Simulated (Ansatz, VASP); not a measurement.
CO in VASP and in Ansatz

POSCAR

```
CO
1.0
   12.0000000000      0.0000000000      0.0000000000
    0.0000000000     12.0000000000      0.0000000000
    0.0000000000      0.0000000000     12.0000000000
C O
1 1
Direct
    0.5000000000      0.5000000000      0.4530000000
    0.5000000000      0.5000000000      0.5470000000
```

Contents of INCAR.step1:

```
SYSTEM = CO
ALGO = Normal
EDIFF = 1E-5
ENCUT = 520
GGA = PE
ISIF = 2
ISMEAR = 0
LASPH = .TRUE.
LCHARG = .FALSE.
LREAL = .FALSE.
LWAVE = .TRUE.
NBANDS = 12
NELM = 60
PREC = Accurate
SIGMA = 0.01
```

INCAR.step2

```
SYSTEM = CO
AEXX = 0.25
ALGO = Normal
EDIFF = 1E-6
ENCUT = 520
GGA = PE
ISIF = 2
ISMEAR = 0
ISTART = 1
LASPH = .TRUE.
LCHARG = .FALSE.
LHFCALC = .TRUE.
LREAL = .FALSE.
LWAVE = .FALSE.
NBANDS = 12
NELM = 60
PREC = Accurate
PRECFOCK = Normal
SIGMA = 0.01
```

File KPOINTS:

```
k-points
0
G
  1 1 1
  0 0 0
```

Input for Ansatz:

```yaml
crystal:
  lattice:
    - [12.0, 0.0, 0.0]
    - [0.0, 12.0, 0.0]
    - [0.0, 0.0, 12.0]
  atoms:
    - { symbol: C, position: [0.5, 0.5, 0.453] }
    - { symbol: O, position: [0.5, 0.5, 0.547] }
scf:
  occupations: { method: fixed }
output:
  forces: true
  stress: false
  core_levels: { shells: { O: "1s", C: "1s" } }
  write_density: true
  write_potential: true
  elf: true
  volumetric_format: npy
hamiltonian:
  xc: pbe0
kpoints:
  mp_grid: { grid: [1, 1, 1] }
```

Alike in both runs: task single point; functional PBE0; k mesh 1 × 1 × 1; no spin polarisation.

|  | VASP | Ansatz |
| --- | --- | --- |
| version | VASP 6.6.1 | Ansatz 0.2.0 |
| potentials or method | VASP PAW PBE potentials, release 64 (C, O) | scalar-relativistic, plane waves, PAW |
| plane-wave cutoff (eV) | 520 | 420 |
| occupations | gaussian, width 0.01 eV | fixed |
| valence electrons in the cell | 10 | 10 |

```tsv
	VASP	Ansatz	Ansatz less VASP
gap on the k mesh at the Fermi level (eV)	9.97	9.96	-0.005
least direct gap on the mesh (eV)	9.97	9.96	-0.005
rms of the force components (eV/Å)	0.248	0.432	+0.1840
```

Atom by atom the forces differ by 0.680 eV/Å (rms over components). One of these differences is far larger than is usual between the two programs; its cause wasn't traced.

Caveats: the standard files for N, O and F lose accuracy on very short bonds; the PAW data sets were made with another functional, which shifts forces and pressure a little (VASP).
